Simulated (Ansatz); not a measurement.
# FeO (Wuestite) (R-3m) in Ansatz: further runs

One crystal, FeO (Wuestite), is run at these levels: PBEsol; tasks: single point.

Everything below comes from runs of Ansatz 0.2.0. Logs are shortened: lines on timing, memory, paths and dates and some standing lists are left out, and cuts for length are marked.

## 1. The structure

Symmetry: R-3m, No. 166, trigonal system. The conventional cell has a = 3.038 Å, b = 3.038 Å, c = 7.559 Å, α = 90.00°, β = 90.00°, γ = 120.00°. Fe (site symmetry -3m) has 6 O at 2.16 Å as nearest neighbours. O (site symmetry -3m) has 6 Fe at 2.16 Å as nearest neighbours.

## 2. Single point, PBEsol, collinear spin, random start

The input, input.yaml:

```yaml
crystal:
  lattice:
    - [1.5188209023, 0.8768916568, 2.5195772846]
    - [-1.5188209023, 0.8768916568, 2.5195772846]
    - [0.0, -1.7537833136, 2.5195772846]
  atoms:
    - { symbol: Fe, position: [0.0, 0.0, 0.0], spin: -2.68 }
    - { symbol: O, position: [0.5, 0.5, 0.5] }
hamiltonian:
  xc: pbesol
  pseudopotentials: { kind: paw }
magnetization:
  spin_polarized: true
kpoints:
  mp_grid: { grid: [11, 11, 11] }
scf:
  occupations: { method: fermi_dirac, width: 0.05 }
output:
  forces: true
  stress: true
  eigenvalues: true
```

Potentials or basis: Ansatz PAW.

On the command line:

```bash
> ansatz run input.yaml --threads 2 --pin off --max-ram 5632MiB --backend cpu --events-out ev --progress --plain --runs-dir out
```

Output:

```text
Warning: RAYON_NUM_THREADS=2 ignored (pool sized by the plan → 2); use --threads N
Engine: ansatz 0.2.0, x86_64-unknown-linux-gnu
Pseudopotentials: kind: paw
Pseudopotential: Fe, paw, valence charge 16, recommended cutoff 420 eV (normal), Fe.paw.azcp
Pseudopotential: O, paw, valence charge 6, recommended cutoff 420 eV (normal), O.paw.azcp
Functional definition: PBEsol
  exchange = pbesol_x
  correlation = pbesol_c
Crystal: 2 atoms, lattice volume = 20.134 Å³
Basis set: ecut = 420 eV, 399 PW (Γ), exchange–correlation on 48×48×48 points (8 copies of the dense FFT grid, shifted against one another)
Bands: 17, of which v1, the nominal top of the filled ones, is band 11 counted from 1 (10 counted from 0)
Symmetry: 12 space group operations
Space group: R-3m (ITA 166), of the structure as read, at distance tolerance 2.7e-5 Å
Magnetic group: BNS 166.97 (UNI 1327), of the structure as read, at distance tolerance 2.7e-5 Å
k-points: 146 of 1331
Non-local potential: Fe, projectors of the file, l = 0: 3, l = 1: 2, l = 2: 3, l = 3: 1
Non-local potential: O, projectors of the file, l = 0: 2, l = 1: 2, l = 2: 1
PAW form: soft (Blöchl's): semilocal exchange-correlation on the pseudo side does not see the compensation charge
PAW frozen core: Fe, regenerated for the run's functional, and the local potential with it (the file was generated under x = pbe(κ = 0.804, μ = 0.2195149727645171), c = pbe(β = 0.06672455060314922))
PAW frozen core: O, regenerated for the run's functional, and the local potential with it (the file was generated under x = pbe(κ = 0.804, μ = 0.2195149727645171), c = pbe(β = 0.06672455060314922))
PAW one-centre angular grid: Fe, 590 points (default); XC on 64 Gauss nodes
PAW one-centre angular grid: O, 110 points (default); XC on 64 Gauss nodes
Initial density: superposition of atomic densities (chi_scale 0.1, normalization cell, long waves kept (reshape's long-wave potential 0.00 eV rms))
Starting moments: Σ|m| = 2.68 μB on 1 of 2 sites
Initial wavefunctions: pseudopotential atomic-orbital guess
Functional: x = pbesol(κ = 0.804, μ = 0.12345679012345678), c = pbesol(β = 0.046)
SCF iter   1: F=—  HF=-5008.595043 eV  |F-HF|=—  |Δ(HF+E_count)|=         —  Δρ=1.59e-1 (↑7.80e-2 ↓1.59e-1)  dr2=3.73e0  dr2_m=1.83e0  M=-3.659 μB ∫|m|=3.659 μB  β_m=0.30  ethr=3.10e-3  ⟨swp⟩=4.2  Hψ=20546  notcnv=0
Mixer restart at iter 1: flushing history
preconditioner: auto → none  [metal: Δε(μ)=0.011 eV  Ē_g=12.912 eV  σ=0.050 eV  W_gap=0.06  n_scr=8 (ndim 8)  ℏωp=31.0 eV  f_vac=0.000  D(μ)=2.99/eV (n_scr^D=58)  sad-step TF]
SCF iter   2: F=—  HF=-5008.763924 eV  |F-HF|=—  |Δ(HF+E_count)|=   1.69e-1  Δρ=1.11e-1 (↑8.09e-2 ↓1.11e-1)  dr2=4.46e-1  dr2_m=1.61e0  M=-3.988 μB ∫|m|=3.989 μB  β_m=0.57  ethr=3.10e-3  ⟨swp⟩=2.7  Hψ=11333  notcnv=0  defer=119
SCF iter   3: F=—  HF=-5008.880845 eV  |F-HF|=—  |Δ(HF+E_count)|=   1.17e-1  Δρ=3.90e-2 (↑3.46e-2 ↓3.90e-2)  dr2=7.42e-1  dr2_m=6.95e-2  M=-3.950 μB ∫|m|=3.953 μB  β_m=0.58  ethr=2.03e-3  ⟨swp⟩=2.2  Hψ=9006  notcnv=0  defer=126
SCF iter   4: F=—  HF=-5008.812255 eV  |F-HF|=—  |Δ(HF+E_count)|=   6.86e-2  Δρ=8.96e-3 (↑8.96e-3 ↓8.03e-3)  dr2=1.17e-2  dr2_m=8.58e-3  M=-4.001 μB ∫|m|=4.010 μB  β_m=0.53  ethr=2.03e-3  ⟨swp⟩=2.4  Hψ=8456  notcnv=0  defer=126
SCF iter   5: F=—  HF=-5008.811635 eV  |F-HF|=—  |Δ(HF+E_count)|=         —  Δρ=5.02e-3 (↑2.05e-3 ↓5.02e-3)  dr2=1.99e-3  dr2_m=1.31e-3  M=-4.001 μB ∫|m|=4.010 μB  β_m=0.53  ethr=5.31e-5  ⟨swp⟩=2.5  Hψ=11040  notcnv=0  defer=137
Mixer restart at iter 5: flushing history
SCF iter   6: F=—  HF=-5008.812912 eV  |F-HF|=—  |Δ(HF+E_count)|=   1.28e-3  Δρ=1.55e-3 (↑9.11e-4 ↓1.55e-3)  dr2=1.81e-4  dr2_m=1.77e-4  M=-4.001 μB ∫|m|=4.010 μB  β_m=0.67  ethr=9.06e-6  ⟨swp⟩=2.6  Hψ=9170  notcnv=0  defer=137
SCF iter   7: F=—  HF=-5008.814263 eV  |F-HF|=—  |Δ(HF+E_count)|=   1.35e-3  Δρ=1.36e-3 (↑1.10e-3 ↓1.36e-3)  dr2=7.05e-4  dr2_m=8.99e-6  M=-4.001 μB ∫|m|=4.011 μB  β_m=0.65  ethr=8.22e-7  ⟨swp⟩=2.0  Hψ=8604  notcnv=0  defer=137
SCF iter   8: F=—  HF=-5008.814234 eV  |F-HF|=—  |Δ(HF+E_count)|=   2.85e-5  Δρ=6.93e-4 (↑4.26e-4 ↓6.93e-4)  dr2=1.32e-4  dr2_m=8.64e-6  M=-4.001 μB ∫|m|=4.011 μB  β_m=0.57  ethr=8.22e-7  ⟨swp⟩=2.0  Hψ=9237  notcnv=0  defer=137
SCF iter   9: F=—  HF=-5008.814180 eV  |F-HF|=—  |Δ(HF+E_count)|=   5.44e-5  Δρ=1.19e-4 (↑1.15e-4 ↓1.19e-4)  dr2=4.00e-6  dr2_m=1.73e-6  M=-4.001 μB ∫|m|=4.011 μB  β_m=0.60  ethr=6.01e-7  ⟨swp⟩=2.4  Hψ=7340  notcnv=0  defer=137
SCF iter  10: F=—  HF=-5008.814184 eV  |F-HF|=—  |Δ(HF+E_count)|=   3.56e-6  Δρ=3.76e-5 (↑3.76e-5 ↓3.42e-5)  dr2=3.33e-7  dr2_m=1.70e-7  M=-4.001 μB ∫|m|=4.011 μB  β_m=0.80  ethr=1.82e-8  ⟨swp⟩=2.1  Hψ=7023  notcnv=0  defer=137
SCF iter  11: F=—  HF=-5008.814184 eV  |F-HF|=—  |Δ(HF+E_count)|=   3.48e-7  Δρ=5.33e-6 (↑3.12e-6 ↓5.33e-6)  dr2=2.36e-9  dr2_m=2.75e-9  M=-4.001 μB ∫|m|=4.011 μB  β_m=0.86  ethr=1.51e-9  ⟨swp⟩=2.0  Hψ=7004  notcnv=0  defer=137
SCF iter  12: F=-5008.814184 eV  HF=-5008.814184 eV  |F-HF|=7.09e-11  |Δ(HF+E_count)|=   3.09e-9  Δρ=8.12e-7 (↑8.12e-7 ↓4.05e-7)  dr2=1.20e-10  dr2_m=4.22e-11  M=-4.001 μB ∫|m|=4.011 μB  ethr=1.07e-11  ⟨swp⟩=2.9  Hψ=16738  notcnv=0
SCF 1 converged in 12 iterations: F = -5008.814184 eV  dr2 = 1.20e-10
SCF converged after 12 iterations
Magnetization: -4.0014 μB (8.9993 up, 13.0007 down)
Absolute magnetization: 4.0113 μB (∫|ρ↑−ρ↓|, with the PAW one-centre terms)
Spin contamination: 0.0112 ħ² per cell (⟨S²⟩ above its minimum at these occupations)
Per-site moments (μB) at R_I (Å): [(-3.443841046709084, 0.8907348275319251), (-0.3241007370640987, 0.8907348275319251)]
Free energy (F): -5008.814184 eV
Harris-Foulkes:  -5008.814184 eV  (|F-HF|=7.09e-11)
Internal energy: -5008.802707 eV  (E = F + TS)
E sigma→0 (E₀):  -5008.808446 eV
Entropy (-TS):   -0.011477 eV (-5.738 meV/atom)
Fermi energy:    14.384850 eV
--- Per-component energies (eV) ---
  E_band       = -270.521849
  E_kinetic    = 514.040936
  E_local      = -2603.869701  (includes V_loc(G=0)·N_el)
  E_nonlocal   = 280.663512
  E_hartree    = 1058.851254
  E_xc         = -185.865138
  E_vxc        = -239.528437  (∫ρ·V_xc dr)
  E_paw        = -1491.971962  (= ΣΔE_a)
  E_vpaw       = -339.534259  (= ΣTr[D̂ρ^β])
  E_aug_tail   = 0.003333  (compensation charges beyond the density's cutoff)
  E_ewald      = -2580.869431
  E_core_change = 0.214490  (= ΣΔE_core)
  E_smearing   = -0.011477  (= −TS)
  E_closure    = 0.000000  (closes the sum)
  Σ components = -5008.814184   (vs F -5008.814184, Δ=0.00e0)
--- Forces (eV/Å), atoms counted from 1 ---
  atom   1  Fe    -0.00000000     0.00000000    -0.00000000
  atom   2  O      0.00000000     0.00000000     0.00000000
  max |Σ_I F_I| component: 8.02e-30 eV/Å
--- Stress (GPa, compression-positive) ---
       -9.122452       0.000000       0.000000
        0.000000      -9.122452       0.000000
        0.000000       0.000000     -10.092704
  P = ⅓ Tr σ = -9.4459 GPa (-94.459 kbar)
--- Band table (eV; the first three rows and the last of 292) ---
  k-point 0 ↑: bands = ["-71.1053", "-37.3510", "-37.3507", "-37.3507", "-5.7933", "10.9972", "11.1013", "11.1013", "13.5870", "13.6768", "13.6768", "14.5237", "14.5237", "15.0694", "29.3916", "31.8554", "32.2416"]
  k-point 1 ↑: bands = ["-71.1047", "-37.3561", "-37.3515", "-37.3514", "-5.7076", "10.4393", "10.7695", "10.8610", "13.6925", "13.7769", "13.7779", "14.7903", "14.7933", "15.6590", "28.5839", "31.6589", "31.9906"]
  k-point 2 ↑: bands = ["-71.1033", "-37.3705", "-37.3534", "-37.3532", "-5.4691", "9.1823", "10.2531", "10.3479", "13.9314", "13.9697", "14.0204", "15.4239", "15.4250", "16.8576", "26.9281", "30.7151", "30.9903"]
  k-point 145 ↓: bands = ["-75.2127", "-41.4374", "-41.3841", "-41.3816", "-5.1635", "5.6342", "7.7522", "7.7970", "11.2716", "11.3071", "11.8108", "13.6356", "13.9388", "18.7951", "22.3710", "26.1408", "27.0572"]
```

Wall time 4.3 s (2 threads of AMD EPYC 7R43 (Zen 3), shared host); peak memory 0.42 GiB.

What came out:

```yaml
Free_energy: -5008.8142 eV
Pressure: -9.4 GPa
Band_gap_on_the_k_mesh: none (metal or under the smearing width)
Net_moment: -4.00 μB per cell
Absolute_moment: 4.01 μB per cell
Site_moments: Fe -3.44; O -0.32 μB
```

Caveat: the pressure holds a Pulay correction of +0.7 GPa for the finite cutoff; a cell with one magnetic atom can't hold antiferromagnetic order, which such compounds often take; semilocal functionals often make such compounds metallic where correlation or magnetic order opens a gap, which also shifts bond lengths; the PAW data sets come from PBE, with cores solved anew for the run's functional, which leaves a small shift of forces and pressure. With open d or f shells a metallic result of PBEsol can be an artefact of self-interaction; +U or a hybrid may open a gap.

## 3. Single point, PBEsol, collinear spin, ferromagnetic start

Edit input.yaml of step 2 so:

```diff
@@ -6,3 +6,3 @@
   atoms:
-    - { symbol: Fe, position: [0.0, 0.0, 0.0], spin: -2.68 }
+    - { symbol: Fe, position: [0.0, 0.0, 0.0], spin: 4.5 }
     - { symbol: O, position: [0.5, 0.5, 0.5] }
```

Potentials or basis: Ansatz PAW.

On the command line:

```bash
> ansatz run input.yaml --threads 2 --pin off --max-ram 5632MiB --backend cpu --events-out ev --progress --plain --runs-dir out
```

Output:

```text
Warning: where an SCF of this run starts from atoms to list the orders of its open shells, Fe (site 0, from 0) starts with 4.00 μB on its 3d shell, in the place of the 4.50 μB that the deck gives it: its open shells can hold no more by Hund's first rule. To start from spheres of the given moment, type scf.initial_density.shell_occupations: []
Warning: RAYON_NUM_THREADS=2 ignored (pool sized by the plan → 2); use --threads N
[... 7 set-up lines as earlier in the session ...]
Crystal: 2 atoms, lattice volume = 20.134 Å³
Basis set: ecut = 420 eV, 399 PW (Γ), exchange–correlation on 48×48×48 points (8 copies of the dense FFT grid, shifted against one another)
Bands: 18, of which v1, the nominal top of the filled ones, is band 11 counted from 1 (10 counted from 0)
[... 2 set-up lines as earlier in the session ...]
Magnetic group: BNS 166.97 (UNI 1327), of the structure as read, at distance tolerance 2.7e-5 Å
k-points: 146 of 1331
[... 8 set-up lines as earlier in the session ...]
Starting moments: Σ|m| = 4.5 μB on 1 of 2 sites
[... 2 set-up lines as earlier in the session ...]
SCF iter   1: F=—  HF=-5008.640681 eV  |F-HF|=—  |Δ(HF+E_count)|=         —  Δρ=8.76e-2 (↑6.53e-2 ↓8.76e-2)  dr2=3.37e0  dr2_m=1.34e-1  M=3.823 μB ∫|m|=3.823 μB  β_m=0.30  ethr=3.10e-3  ⟨swp⟩=4.4  Hψ=21284  notcnv=0
[... 11 lines left out ...]
SCF iter  10: F=—  HF=-5008.814184 eV  |F-HF|=—  |Δ(HF+E_count)|=   1.91e-7  Δρ=7.08e-6 (↑7.08e-6 ↓6.81e-6)  dr2=1.19e-8  dr2_m=4.34e-9  M=4.001 μB ∫|m|=4.011 μB  β_m=0.91  ethr=4.48e-9  ⟨swp⟩=2.5  Hψ=7936  notcnv=0  defer=315
SCF iter  11: F=-5008.814184 eV  HF=-5008.814184 eV  |F-HF|=2.32e-10  |Δ(HF+E_count)|=   2.35e-9  Δρ=9.57e-7 (↑5.15e-7 ↓9.57e-7)  dr2=3.12e-10  dr2_m=2.66e-11  M=4.001 μB ∫|m|=4.011 μB  ethr=5.43e-11  ⟨swp⟩=6.3  Hψ=20369  notcnv=0
SCF 1 converged in 11 iterations: F = -5008.814184 eV  dr2 = 3.12e-10
SCF converged after 11 iterations
Magnetization: 4.0014 μB (13.0007 up, 8.9993 down)
Absolute magnetization: 4.0113 μB (∫|ρ↑−ρ↓|, with the PAW one-centre terms)
Spin contamination: 0.0112 ħ² per cell (⟨S²⟩ above its minimum at these occupations)
Per-site moments (μB) at R_I (Å): [(3.443839668428061, 0.8907348275319251), (0.3241024261421313, 0.8907348275319251)]
Free energy (F): -5008.814184 eV
Harris-Foulkes:  -5008.814184 eV  (|F-HF|=2.32e-10)
Internal energy: -5008.802707 eV  (E = F + TS)
E sigma→0 (E₀):  -5008.808446 eV
Entropy (-TS):   -0.011477 eV (-5.738 meV/atom)
Fermi energy:    14.384852 eV
--- Per-component energies (eV) ---
  E_band       = -270.521684
  E_kinetic    = 514.040784
  E_local      = -2603.869660  (includes V_loc(G=0)·N_el)
  E_nonlocal   = 280.663495
  E_hartree    = 1058.851338
  E_xc         = -185.865115
  E_vxc        = -239.528408  (∫ρ·V_xc dr)
  E_paw        = -1491.971940  (= ΣΔE_a)
  E_vpaw       = -339.534093  (= ΣTr[D̂ρ^β])
  E_aug_tail   = 0.003333  (compensation charges beyond the density's cutoff)
  E_ewald      = -2580.869431
  E_core_change = 0.214490  (= ΣΔE_core)
  E_smearing   = -0.011477  (= −TS)
  E_closure    = 0.000000  (closes the sum)
  Σ components = -5008.814184   (vs F -5008.814184, Δ=0.00e0)
--- Forces (eV/Å), atoms counted from 1 ---
  atom   1  Fe     0.00000000    -0.00000000     0.00000000
  atom   2  O     -0.00000000    -0.00000000     0.00000000
  max |Σ_I F_I| component: 4.21e-30 eV/Å
--- Stress (GPa, compression-positive) ---
       -9.122309       0.000000      -0.000000
        0.000000      -9.122309       0.000000
        0.000000       0.000000     -10.092595
  P = ⅓ Tr σ = -9.4457 GPa (-94.457 kbar)
--- Band table (eV; the first three rows and the last of 292) ---
  k-point 0 ↑: bands = ["-75.2178", "-41.3885", "-41.3746", "-41.3746", "-6.3400", "10.4162", "10.4620", "10.5179", "10.5179", "10.5265", "10.5265", "10.7222", "10.7222", "14.2572", "29.3385", "30.8453", "31.2518", "31.2518"]
  k-point 1 ↑: bands = ["-75.2174", "-41.3895", "-41.3784", "-41.3752", "-6.2559", "9.6083", "9.6860", "9.7567", "10.5588", "10.6013", "10.8745", "11.4758", "11.5062", "14.8509", "28.0915", "30.6430", "30.9798", "31.6810"]
  k-point 2 ↑: bands = ["-75.2162", "-41.3946", "-41.3862", "-41.3769", "-6.0217", "8.3513", "8.9258", "9.0066", "10.7247", "10.7686", "11.0883", "12.3419", "12.3571", "16.0456", "26.1119", "29.6666", "29.9354", "32.1027"]
  k-point 145 ↓: bands = ["-71.0991", "-37.4125", "-37.3622", "-37.3591", "-4.5922", "6.3900", "9.1356", "9.2590", "14.6956", "14.7630", "14.9252", "16.7238", "17.0552", "19.4384", "23.4937", "27.0372", "27.9373", "35.6790"]
```

It took 4.2 s on 2 threads of AMD EPYC 7R43 (Zen 3), shared host; peak memory 0.42 GiB.

What came out:

| Item | Value |
| --- | --- |
| Free energy | -5008.8142 eV |
| Pressure | -9.4 GPa |
| Band gap on the k mesh | none (metal or under the smearing width) |
| Net moment | 4.00 μB per cell |
| Absolute moment | 4.01 μB per cell |
| Site moments | Fe +3.44; O +0.32 μB |

Stress tensor (GPa, compression positive):
```
 -9.12   0.00   0.00
  0.00  -9.12   0.00
  0.00   0.00 -10.09
```

Levels at points of the mesh, in eV from the Fermi level:
Spin up:
| k point | band 10 | band 11 | band 12 | band 13 | band 14 | band 15 | band 16 | band 17 |
| --- | --- | --- | --- | --- | --- | --- | --- | --- |
| (0.00, 0.00, 0.00) | -3.86 | -3.86 | -3.66 | -3.66 | -0.13 | 14.95 | 16.46 | 16.87 |
Spin down:
```csv
k point,band 7,band 8,band 9,band 10,band 11,band 12
"(0.00, 0.00, 0.00)",-3.28,-3.28,-0.80,-0.71,-0.71,0.14
```

Caveat: the pressure holds a Pulay correction of +0.7 GPa for the finite cutoff; a cell with one magnetic atom can't hold antiferromagnetic order, which such compounds often take; semilocal functionals often make such compounds metallic where correlation or magnetic order opens a gap, which also shifts bond lengths; the PAW data sets come from PBE, with cores solved anew for the run's functional, which leaves a small shift of forces and pressure. With open d or f shells a metallic result of PBEsol can be an artefact of self-interaction; +U or a hybrid may open a gap.
